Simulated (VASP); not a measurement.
Input:

```
CELL_PARAMETERS angstrom
      0.00000     3.05000     3.05000
      3.05000     0.00000     3.05000
      3.05000     3.05000     0.00000
ATOMIC_POSITIONS crystal
  Zn 0.00000 0.00000 0.00000
  Te 0.25000 0.25000 0.25000
```

These are rev-vdW-DF2, VASP's PBE PAW potentials (set 64) (plane waves; VASP) values and carry that method's errors. Numerical set-up: 520 eV cut-off, 7×7×7 Γ-centred mesh, Gaussian smearing of 0.050 eV, potentials Zn Te.

**Question.** The ions, cell shape and volume are relaxed. What does this cell relax into?

**Answer.** 
```
CELL_PARAMETERS angstrom
      0.00000     3.06897     3.06897
      3.06897     0.00000     3.06897
      3.06897     3.06897     0.00000
ATOMIC_POSITIONS crystal
  Zn 0.00000 0.00000 0.00000
  Te 0.25000 0.25000 0.25000
```
Space group F-43m (216), at a tolerance of 0.03 Å.

**Question.** How do energy and volume change from the first to the last step?

**Answer.** The energy (σ→0) changes by -1.5 meV/atom and the volume by +1.9 %, in 3 ionic steps.

The compound is ZnTe in the zinc blende structure. This run relaxes it. Symmetry was kept, so distortions that lower it aren't found.
